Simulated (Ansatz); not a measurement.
# Hf in Ansatz: the effect of functional

Crystal: Hf.

```
Hf
1.0
     3.19670    0.00000    0.00000
    -1.59835    2.76842    0.00000
     0.00000    0.00000    5.05780
Hf
2
Direct
  0.66667 0.33333 0.75000
  0.33333 0.66667 0.25000
```

Alike in all runs:

| Item | Value |
| --- | --- |
| Program | Ansatz 0.2.0 |
| Task | band structure |
| Potentials or basis | Ansatz PAW |
| k mesh | 6 × 6 × 3 |
| Occupations | fermi-dirac, width 0.05 eV |
| Spin | no spin polarisation |

| functional | cutoff | pressure (GPa) |
| --- | --- | --- |
| LDA | 420 eV (not typed: the program's choice for these potentials) | -7.0 |
| PBE | 420 eV (not typed: the program's choice for these potentials) | 1.4 |
| PBEsol | 420 eV (not typed: the program's choice for these potentials) | -3.1 |
| RPBE | 420 eV (not typed: the program's choice for these potentials) | 4.2 |
| revPBE | 420 eV (not typed: the program's choice for these potentials) | 3.4 |
| BLYP | 420 eV (not typed: the program's choice for these potentials) | 4.2 |
| r2SCAN | 500 eV (not typed: the program's choice for these potentials) | ? |

Problem. What does the run with functional r2SCAN give?

Solution. Pressure 0.3 GPa.

Caveats: all runs use coarse meshes; the PAW data sets come from PBE, with cores solved anew for the run's functional, which leaves a small shift of forces and pressure (some runs).
